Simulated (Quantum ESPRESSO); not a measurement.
# ZrB2 under changes of volume

One of the cells (10.249 Å³/atom); the others are scaled copies at fixed shape and fractional positions:

```
Zr B
1.0
     3.17000    0.00000    0.00000
    -1.58500    2.74530    0.00000
     0.00000    0.00000    3.53300
Zr B
1 2
Direct
  0.00000 0.00000 0.00000
  0.66667 0.33333 0.50000
  0.33333 0.66667 0.50000
```

- Program: Quantum ESPRESSO 7.5
- Functional: PBEsol
- Potentials or basis: PseudoDojo 0.4.1 SR PBEsol standard
- Cutoff: 1034 eV
- Density cutoff: 4136 eV
- k mesh: 10 × 10 × 8
- Occupations: fermi-dirac, width 0.05 eV
- Spin: no spin polarisation

| volume (Å³/atom) | energy over the lowest point (meV/atom) | pressure (GPa) |
| --- | --- | --- |
| 9.634 | 17.49 | 12.7 |
| 9.839 | 5.07 | 6.7 |
| 10.044 | 0.00 | 1.2 |
| 10.249 | 1.60 | -3.7 |
| 10.454 | ? | ? |
| 10.659 | 22.31 | -12.3 |
| 10.864 | 40.34 | -15.9 |

What does the run at 10.454 Å³/atom give?

Energy over the lowest point 9.22 meV/atom; pressure -8.2 GPa.

Worked out: A Birch-Murnaghan fit of order 3 (a polynomial in V^(-2/3)) to the other rows has its minimum at 10.09 Å³/atom with B0 = V·E''(V) = 250 GPa and B' = 3.9 at fixed shape and positions, which overstates the stiffness. It gives 9.22 meV/atom at 10.454 Å³/atom, against the run's 9.22, and -dE/dV = -8.2 GPa, against -8.2.

Energies are extrapolated to zero smearing.
